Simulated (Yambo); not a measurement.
# GaP: optical spectrum with PBE

**Experimental background.**

“Stacking defects in GaP nanowires: Electronic structure and optical properties”, 2018, arxiv:1810.01194 quotes, for a bulk crystal of GaP at 10 K: band gap 2.34 eV (indirect).

Crystal: GaP.

```
CELL_PARAMETERS angstrom
0.00000 2.72525 2.72525
2.72525 0.00000 2.72525
2.72525 2.72525 0.00000
ATOMIC_POSITIONS crystal
Ga 0.00000 0.00000 0.00000
P 0.75000 0.75000 0.75000
```

```
Program                             : Yambo 5.3.0
Task                                : optical spectrum
Functional                          : PBE
Potentials or basis                 : PseudoDojo 0.4.1 SR PBE standard
Cutoff                              : 1088 eV
Density cutoff                      : 4354 eV
k mesh                              : 20 × 20 × 20
Occupations                         : fixed
Spin                                : no spin polarisation
k mesh of the self-consistent run   : 20 × 20 × 20
Direction of the field or of q to 0 : x + y
Broadening                          : 0.3 eV
Kernel                              : Hartree (RPA with local fields)
Top of the energy range             : 30 eV
Energy points                       : 150
Correction of the levels            : none
Bands in the response               : 24
Cutoff of the response matrix       : 1 Ry
```

| Quantity | Value |
| --- | --- |
| Band gap on the k mesh, mean-field level | 1.61 eV, indirect (least direct gap 1.82 eV) |
| Absorption peak | 4.43 eV |
| Electronic dielectric constant along the field | 10.08 |
| Electronic dielectric constant along the field, independent particles | 10.80 |
| Peak of the energy-loss function | 15.9 eV |

Dielectric function (along the field direction of the input):
```tsv
energy (eV)	real part	imaginary part
0.40	10.17	0.66
1.01	10.68	0.81
1.61	11.84	1.28
2.42	14.68	4.01
3.02	13.93	9.94
3.62	10.95	11.43
4.43	5.08	18.38
5.03	-2.85	12.39
5.64	-3.16	9.80
6.44	-3.68	6.67
7.05	-3.68	4.59
7.65	-2.91	3.55
8.46	-2.00	2.47
9.06	-1.83	2.25
9.66	-1.54	1.83
10.47	-1.31	1.48
11.07	-1.10	1.21
11.68	-0.94	0.99
12.48	-0.66	0.78
13.09	-0.51	0.66
13.69	-0.34	0.57
14.50	-0.19	0.49
15.10	-0.08	0.43
15.70	0.03	0.37
16.51	0.20	0.36
17.11	0.26	0.38
17.72	0.30	0.38
18.52	0.37	0.38
19.13	0.36	0.39
19.93	0.38	0.34
```

Energy-loss function:
```tsv
energy (eV)	loss
0.0	0.006
1.2	0.007
2.6	0.022
3.8	0.045
5.2	0.086
6.4	0.115
7.9	0.175
9.1	0.268
10.5	0.378
11.7	0.530
13.1	0.947
14.3	1.633
15.7	2.711
16.9	1.897
18.3	1.425
19.5	1.419
20.9	1.174
22.1	0.819
23.6	0.651
24.8	0.572
26.2	0.451
27.4	0.407
28.8	0.419
30.0	0.346
```

Wall time 9.3 min on 1 thread of Arm Neoverse V1, with other jobs on the host.

Against the measured gap of GaP, 2.34 eV (indirect; 10 K; quoted in “Stacking defects in GaP nanowires: Electronic structure and optical properties”, 2018, arxiv:1810.01194), the calculated 1.61 eV is off by -0.73 eV. Spin-orbit coupling on Ga is left out. The value is that of PBE on a finite k mesh, which can miss the band edges, without temperature or zero-point motion. Semilocal functionals fall short of measured gaps as a rule.

Caveat: these spectra lack excitons.
